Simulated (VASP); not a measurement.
# Lu (Im-3m) in VASP: notebook, part 2 of 2

VASP 6.6.1. The steps go on from the part before.

## Step 3: Single point, PBE

This run uses another cell than the first one, of 29.62 Å³/atom, 0.998 times its volume.

INCAR

```
SYSTEM = Lu
ALGO = Fast
EDIFF = 1E-7
ENCUT = 520
GGA = PE
ISIF = 2
ISMEAR = 0
LASPH = .TRUE.
LCHARG = .TRUE.
LELF = .TRUE.
LREAL = .FALSE.
LVHAR = .TRUE.
LWAVE = .FALSE.
NBANDS = 18
NELM = 60
PREC = Accurate
SIGMA = 0.05
```

KPOINTS

```
k-points
0
G
  16 16 16
  0 0 0
```

POSCAR

```
Lu
1.0
   -1.9490647995      1.9490647995      1.9490647995
    1.9490647995     -1.9490647995      1.9490647995
    1.9490647995      1.9490647995     -1.9490647995
Lu
1
Direct
    0.0000000000      0.0000000000      0.0000000000
```

Potentials or basis: VASP PAW PBE potentials, release 64 (Lu).

On the command line:

```bash
$ cat potpaw_PBE.64/Lu/POTCAR > POTCAR
$ mpirun -np 1 vasp_std > vasp.out
```

OUTCAR:

```text
SYSTEM = Lu
   EDIFF = 1E-7
   ENCUT = 520
   GGA = PE
   ISIF = 2
   ISMEAR = 0
   LASPH = .TRUE.
   LREAL = .FALSE.
   NELM = 60
   PREC = Accurate

 ion  position               nearest neighbor table
   1  0.000  0.000  0.000-

  LATTYP: Found a body centered cubic cell.
 ALAT       =     3.8981295990

  Lattice vectors:

 A1 = (  -1.9490647995,   1.9490647995,   1.9490647995)
 A2 = (   1.9490647995,  -1.9490647995,   1.9490647995)
 A3 = (   1.9490647995,   1.9490647995,  -1.9490647995)

Analysis of symmetry for initial positions (statically):
=====================================================================
 Subroutine PRICEL returns:
 Original cell was already a primitive cell.

 Routine SETGRP: Setting up the symmetry group for a
 body centered cubic supercell.

 Subroutine GETGRP returns: Found 48 space group operations
 (whereof 48 operations were pure point group operations)
 out of a pool of 48 trial point group operations.

The static configuration has the point symmetry O_h .

Analysis of symmetry for dynamics (positions and initial velocities):
=====================================================================
 Subroutine PRICEL returns:
 Original cell was already a primitive cell.

 Routine SETGRP: Setting up the symmetry group for a
 body centered cubic supercell.

 Subroutine GETGRP returns: Found 48 space group operations
 (whereof 48 operations were pure point group operations)
 out of a pool of 48 trial point group operations.

The dynamic configuration has the point symmetry O_h .

 Subroutine INISYM returns: Found 48 space group operations
 (whereof 48 operations are pure point group operations),
 and found     1 'primitive' translations

----------------------------------------------------------------------------------------

                                     Primitive cell

  volume of cell :      29.6168

  direct lattice vectors                    reciprocal lattice vectors
    -1.949064799  1.949064799  1.949064799     0.000000000  0.256533287  0.256533287
     1.949064799 -1.949064799  1.949064799     0.256533287  0.000000000  0.256533287
     1.949064799  1.949064799 -1.949064799     0.256533287  0.256533287  0.000000000

  length of vectors
     3.375879260  3.375879260  3.375879260     0.362792854  0.362792854  0.362792854

  position of ions in fractional coordinates (direct lattice)
     0.000000000  0.000000000  0.000000000

  ion indices of the primitive-cell ions
   primitive index   ion index
                 1           1

----------------------------------------------------------------------------------------

 KPOINTS: k-points

Automatic generation of k-mesh.
 Grid dimensions read from file:
 generate k-points for:   16   16   16

 Generating k-lattice:

  Cartesian coordinates                     Fractional coordinates (reciprocal lattice)
     0.000000000  0.016033330  0.016033330     0.062500000  0.000000000  0.000000000
     0.016033330  0.000000000  0.016033330     0.000000000  0.062500000  0.000000000
     0.016033330  0.016033330  0.000000000     0.000000000  0.000000000  0.062500000

  Length of vectors
     0.022674553  0.022674553  0.022674553

  Shift w.r.t. Gamma in fractional coordinates (k-lattice)
     0.000000000  0.000000000  0.000000000

 Subroutine IBZKPT returns following result:
 ===========================================

 Found    145 irreducible k-points:

 Following reciprocal coordinates:
            Coordinates               Weight
  0.000000  0.000000  0.000000      1.000000
  0.062500  0.000000  0.000000     12.000000
  0.125000  0.000000  0.000000     12.000000
  0.187500  0.000000  0.000000     12.000000
  0.250000  0.000000  0.000000     12.000000
  0.312500  0.000000  0.000000     12.000000
[... 16 lines left out ...]
  0.187500  0.187500  0.000000     24.000000
  0.250000  0.187500  0.000000     48.000000
 [... further k-points ...]
   k-points           NKPTS =    145   k-points in BZ     NKDIM =    145   number of bands    NBANDS=     18
   number of dos      NEDOS =    301   number of ions     NIONS =      1
   total plane-waves  NPLWV =  21952
   dimension x,y,z NGX =    28 NGY =   28 NGZ =   28
   dimension x,y,z NGXF=    56 NGYF=   56 NGZF=   56
   ions per type =               1
   NGX,Y,Z   is equivalent  to a cutoff of  13.79, 13.79, 13.79 a.u.
   NGXF,Y,Z  is equivalent  to a cutoff of  27.58, 27.58, 27.58 a.u.
 SYSTEM =  Lu
   PREC   = accura    normal or accurate (medium, high low for compatibility)
   ISTART =      0    job   : 0-new  1-cont  2-samecut
   ICHARG =      2    charge: 1-file 2-atom 10-const
   ISPIN  =      1    spin polarized calculation?
   LNONCOLLINEAR =      F non collinear calculations
   LSORBIT =      F    spin-orbit coupling
   LASPH  =      T    aspherical Exc in radial PAW
   ENCUT  =  520.0 eV  38.22 Ry    6.18 a.u.   6.28  6.28  6.28*2*pi/ulx,y,z
   NELM   =     60;   NELMIN=  2; NELMDL= -5     # of ELM steps
   EDIFF  = 0.1E-06   stopping-criterion for ELM
   LREAL  =      F    real-space projection
   EDIFFG = 0.1E-05   stopping-criterion for IOM
   NSW    =      0    number of steps for IOM
   IBRION =     -1    ionic relax: 0-MD 1-quasi-New 2-CG
   NFREE  =      0    steps in history (QN), initial steepest desc. (CG)
   ISIF   =      2    stress and relaxation
   ISYM   =      2    0-nonsym 1-usesym 2-fastsym
   POTIM  = 0.5000    time-step for ionic-motion
   TEBEG  =    0.0;   TEEND  =   0.0 temperature during run
   PSTRESS=    0.0 pullay stress
   NELECT =      25.0000    total number of electrons
   NUPDOWN=      -1.0000    fix difference up-down
   EMIN   =  10.00;   EMAX   =-10.00  energy-range for DOS
   EFERMI =   0.00;   METHOD = LEGACY
   ISMEAR =     0;   SIGMA  =   0.05  broadening in eV -4-tet -1-fermi 0-gaus
   EFERMI_NEDOS =   21; number of points for ismear=-14 and -15
   IALGO  =     68    algorithm
   IMIX   =      4    mixing-type and parameters
     AMIX     =   0.40;   BMIX     =  1.00
     AMIX_MAG =   1.60;   BMIX_MAG =  1.00
  volume/ion in A,a.u.               =      29.62       199.86
  Fermi-wavevector in a.u.,A,eV,Ry     =   1.547184  2.923753 32.569320  2.393778
  Thomas-Fermi vector in A             =   2.652313
   LORBIT       =      0    0 simple, 1 ext, 2 COOP (PROOUT), +10 PAW based schemes
   GGA     = PE    functional components
   LHFCALC =     F    Hartree Fock is set to
   AEXX    =    0.0000 exact exchange contribution
   IVDW    =     0    specifies the selected vdW correction
   LEPSILON=     F    determine dielectric tensor
   LRPA    =     F    only Hartree local field effects (RPA)
 non-spin polarized calculation
 RMM-DIIS sequential band-by-band and
 Gauss-broadening in eV      SIGMA  =   0.05
  energy-cutoff  :      520.00
  volume of cell :       29.62
 maximum number of plane-waves:       814
 NGX is ok and might be reduce to    28
   NGX = 13   NGY = 13   NGZ = 13

 number of electron      24.9999993 magnetization

 Free energy of the ion-electron system (eV)
  ---------------------------------------------------
  ext. energy  EPLUGINS =         0.00000000
  ---------------------------------------------------
  free energy    TOTEN  =        -4.38124575 eV

  energy without entropy =       -4.37767622  energy(sigma->0) =       -4.37946098

 E-fermi :   2.3075     XC(G=0): -10.5932

 val. band max:        2.3033255412   @ k =  -0.3750   0.3750   0.1875
 cond. band min:       2.3161944505   @ k =  -0.4375  -0.4375   0.0625
 fundamental gap:      0.0128689093
 Fermi energy:         2.3075393612

 k-point     1 :       0.0000    0.0000    0.0000
  band No.  band energies     occupation
      1     -54.1335      2.00000
      2     -24.5606      2.00000
      3     -24.5606      2.00000
      4     -24.5606      2.00000
      5      -3.8070      2.00000
      6      -2.8862      2.00000
[... 10 lines left out ...]
     17       6.6162      0.00000
     18      13.8899      0.00000

 k-point     2 :       0.0625    0.0000    0.0000
  band No.  band energies     occupation
      1     -54.1323      2.00000
      2     -24.5793      2.00000
      3     -24.5666      2.00000
      4     -24.5607      2.00000
      5      -3.6943      2.00000
      6      -2.8852      2.00000
[... 10 lines left out ...]
     17       6.6151      0.00000
     18      14.0508      0.00000
[... 442 lines left out ...]
 k-point    24 :       0.2500    0.1875    0.0000
  band No.  band energies     occupation
      1     -54.1072      2.00000
      2     -24.9274      2.00000
      3     -24.7123      2.00000
      4     -24.6000      2.00000
      5      -2.8637      2.00000
      6      -2.8615      2.00000
[... 10 lines left out ...]
     17       8.1827      0.00000
     18      11.1905      0.00000

 [... further k-points ...]

------------------------ aborting loop because EDIFF is reached ----------------------------------------

  FORCE on cell =-STRESS in cart. coord.  units (eV):
  Direction    XX          YY          ZZ          XY          YZ          ZX
  --------------------------------------------------------------------------------------
  -------------------------------------------------------------------------------------
  Total        0.0201059      0.0201059      0.0201059      0.0000000      0.0000000      0.0000000
  in kB        1.0876651      1.0876651      1.0876651      0.0000000      0.0000000      0.0000000
  external PRESSURE =       1.0876651 kB  Pullay stress =       0.0000000 kB

 VOLUME and BASIS-vectors are now :
 -----------------------------------------------------------------------------
  energy-cutoff  :      520.00
  volume of cell :       29.62
      direct lattice vectors                 reciprocal lattice vectors
    -1.949064799  1.949064799  1.949064799     0.000000000  0.256533287  0.256533287
     1.949064799 -1.949064799  1.949064799     0.256533287  0.000000000  0.256533287
     1.949064799  1.949064799 -1.949064799     0.256533287  0.256533287  0.000000000

 POSITION                                       TOTAL-FORCE (eV/Angst)
 -----------------------------------------------------------------------------------
      0.00000      0.00000      0.00000         0.000000     -0.000000     -0.000000
 -----------------------------------------------------------------------------------
    total drift:                                0.000000     -0.000000     -0.000000

  FREE ENERGIE OF THE ION-ELECTRON SYSTEM (eV)
  ---------------------------------------------------
  free  energy   TOTEN  =        -4.3812457500 eV

  energy  without entropy=       -4.3776762197  energy(sigma->0) =       -4.37946098
```

OSZICAR:

```text
N       E                     dE             d eps       ncg     rms          rms(c)
DAV:   1     0.826637535419E+02    0.82664E+02   -0.10339E+04  6518   0.461E+03
DAV:   2     0.150762045126E+01   -0.81156E+02   -0.79528E+02  5454   0.361E+02
DAV:   3    -0.426332688911E+01   -0.57709E+01   -0.57111E+01  5886   0.726E+01
[... 17 lines left out ...]
RMM:  21    -0.438124501934E+01   -0.45216E-06   -0.39518E-06  4472   0.440E-03    0.619E-04
RMM:  22    -0.438124531942E+01   -0.30008E-06   -0.26500E-06  4261   0.352E-03    0.529E-04
RMM:  23    -0.438124552114E+01   -0.20173E-06   -0.16682E-06  4066   0.299E-03    0.375E-04
RMM:  24    -0.438124568122E+01   -0.16007E-06   -0.11240E-06  4544   0.284E-03    0.512E-05
RMM:  25    -0.438124575003E+01   -0.68817E-07   -0.73374E-07  3862   0.217E-03
   1 F= -.43812458E+01 E0= -.43794610E+01  d E =-.356953E-02
```

It took 81 s on 1 thread of Intel Xeon 6975P-C (Granite Rapids), shared host; peak memory 0.22 GiB.

Results:

* Free energy: -4.3812 eV
* Pressure: 0.1 GPa
* Band gap on the k mesh: none (metal or under the smearing width)
